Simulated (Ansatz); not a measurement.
Ti3Si in Ansatz: the effect of functional

The system is Ti3Si.

```
Ti Si
1.0
     0.00000    3.14436    3.14436
     3.14436    0.00000    3.14436
     3.14436    3.14436    0.00000
Ti Si
3 1
Cartesian
  0.0000 0.0000 0.0000
  1.5722 1.5722 1.5722
  4.7165 4.7165 4.7165
  3.1444 3.1444 3.1444
```

The cell comes from a database or a generator and needn't be the stable form of this composition.

Alike in all runs:

```yaml
Program: Ansatz 0.2.0
Task: band structure
Potentials_or_basis: Ansatz PAW
k_mesh: 4 × 4 × 4
Occupations: fermi-dirac, width 0.05 eV
Spin: no spin polarisation
```

One run gave: pressure -1.9 GPa. Which functional did it use?
A. PBEsol
B. LDA
C. r2SCAN

C.

```csv
functional,cutoff,pressure (GPa)
LDA,420 eV (not typed: the program's choice for these potentials),-8.9
PBEsol,420 eV (not typed: the program's choice for these potentials),-4.9
r2SCAN,500 eV (not typed: the program's choice for these potentials),-1.9
```

Caveats: all runs use coarse meshes; the PAW data sets come from PBE, with cores solved anew for the run's functional, which leaves a small shift of forces and pressure.
